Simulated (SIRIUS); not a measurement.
Crystal: Al.

```
CELL_PARAMETERS angstrom
0.00000 2.02481 2.02481
2.02481 0.00000 2.02481
2.02481 2.02481 0.00000
ATOMIC_POSITIONS crystal
Al 0.00000 0.00000 0.00000
```

Base run:

- Program: SIRIUS 7.10.0
- Functional: PBE
- Potentials or basis: PseudoDojo 0.4.1 PBE standard (scalar relativistic)
- Cutoff: 557 eV
- Density cutoff: 2229 eV
- k mesh: 11 × 11 × 11
- Occupations: fermi-dirac, width 0.05 eV
- Spin: no spin polarisation

Its results: pressure -0.7 GPa.

After a change of settings the same cell gave: pressure 0.0 GPa. Which change was it?
A. functional from PBE to LDA; libxc names from ["XC_GGA_X_PBE", "XC_GGA_C_PBE"] to ["XC_LDA_X", "XC_LDA_C_PW"]
B. functional from PBE to PBEsol; libxc names from ["XC_GGA_X_PBE", "XC_GGA_C_PBE"] to ["XC_GGA_X_PBE_SOL", "XC_GGA_C_PBE_SOL"]
C. functional from PBE to BPBE; libxc names from ["XC_GGA_X_PBE", "XC_GGA_C_PBE"] to ["XC_GGA_X_B88", "XC_GGA_C_PBE"]

C.

Caveats: the potentials were made for another functional, which shifts forces and pressure (some runs).

Not every run made on this cell is shown here.
